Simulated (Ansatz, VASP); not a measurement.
# One calculation of Tc, two programs

File INCAR:

```
PREC = Accurate
ENCUT = 520
EDIFF = 1E-6
ISMEAR = -1
SIGMA = 0.05
LREAL = F
LASPH = T
NELM = 100
ALGO = Normal
ISIF = 2
LWAVE = F
LCHARG = T
GGA = PE
LELF = T
LVHAR = T
NBANDS = 12
```

File KPOINTS:

```
regular mesh
0
Gamma
  12 12 12
```

Contents of POSCAR:

```
Tc
1.0
    0.0000000000      1.9882450037      1.9882450037
    1.9882450037      0.0000000000      1.9882450037
    1.9882450037      1.9882450037      0.0000000000
Tc
1
Direct
    0.0000000000      0.0000000000      0.0000000000
```

Contents of input.yaml:

```yaml
crystal:
  lattice:
    - [0.0, 1.9882450037, 1.9882450037]
    - [1.9882450037, 0.0, 1.9882450037]
    - [1.9882450037, 1.9882450037, 0.0]
  atoms:
    - { symbol: Tc, position: [0.0, 0.0, 0.0] }
kpoints:
  mp_grid: { grid: [12, 12, 12] }
scf:
  occupations: { method: fermi_dirac, width: 0.05 }
hamiltonian:
  xc: pbe
  pseudopotentials: { kind: all_electron, lapw: { basis_error: 0.0005 } }
output:
  forces: true
  stress: true
  eigenvalues: true
```

Change from the starting cell: volume scaled by 1.06.

Alike in both runs: task single point; functional PBE; k mesh 12 × 12 × 12; occupations fermi-dirac, width 0.05 eV; no spin polarisation.

```csv
,VASP,Ansatz
version,VASP 6.6.1,Ansatz 0.2.0
potentials or method,"VASP PAW PBE potentials, release 64 (Tc_pv)","all-electron LAPW, scalar-relativistic"
plane-wave cutoff (eV),520,see its input
```

|  | VASP | Ansatz | Ansatz less VASP |
| --- | --- | --- | --- |
| gap on the k mesh at the Fermi level (eV) | none | none | - |
| pressure (GPa) | -20.5 | -19.9 | +0.57 |

A gap of «none» marks a metal or a gap that the smearing closes. Ansatz ran all-electron here, so the differences hold the error of VASP's frozen core and of both bases.

Caveats: so large a pressure means that the cell lies far from this level's equilibrium, or that cutoff or potentials fall short (VASP).
